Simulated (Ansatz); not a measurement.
**AlO₂: relaxed-ion elastic tensor**

Method: DFT PBEsol, scalar-relativistic, plane waves, PAW (Ansatz). Plane waves to 420 eV; Γ-centred k mesh 4×12×8; Gaussian smearing of 0.20 eV. Collinear spin, site moments 0.0, 0.0, 0.0, 0.0, 0.1, 0.1, 0.1, 0.1, 0.8, 0.8, 0.8, 0.8 μB.

The cell, relaxed at this level:
```
CELL_PARAMETERS angstrom
9.26441 0.00000 0.00000
0.00000 2.88137 0.00000
0.00000 0.00000 4.78409
ATOMIC_POSITIONS crystal
Al 0.16124 0.25000 0.95470
Al 0.83876 0.75000 0.04530
Al 0.33876 0.75000 0.45470
Al 0.66124 0.25000 0.54530
O 0.77334 0.25000 0.23798
O 0.22666 0.75000 0.76202
O 0.72666 0.75000 0.73798
O 0.27334 0.25000 0.26202
O 0.96510 0.25000 0.84611
O 0.03490 0.75000 0.15389
O 0.53490 0.75000 0.34611
O 0.46510 0.25000 0.65389
```

Without a gap, frequencies and elastic constants depend on the k mesh and the smearing, soft modes and shear constants most. A semilocal functional can close a gap that the real compound has.

Question: Give the relaxed-ion elastic constants (GPa, Voigt order xx yy zz yz xz xy, on the axes of the cell above).

Answer:
```
231.8  62.9  75.9   0.0   0.0   0.0
 62.6 272.7  48.2   0.0   0.0   0.0
 75.6  48.4 111.5   0.0   0.0   0.0
  0.0   0.0   0.0  62.4   0.0   0.0
  0.0   0.0   0.0   0.0  47.7   0.0
  0.0   0.0   0.0   0.0   0.0  57.0
```

Question: Is the crystal stable against homogeneous strain?

Answer: Yes: the least eigenvalue of the tensor is 47.7 GPa.

Question: And the moduli of a polycrystal (Hill averages)?

Answer: B = 102 GPa, G = 59 GPa, E = 147 GPa, ν = 0.26.

The bands only touch here, so at this level the crystal is a zero-gap semiconductor or semimetal, not an ordinary metal.

Cost: 1 run of about 90 core-minutes, on Oxide Virtual Turin-like Processor (Zen 5) (shared hosts).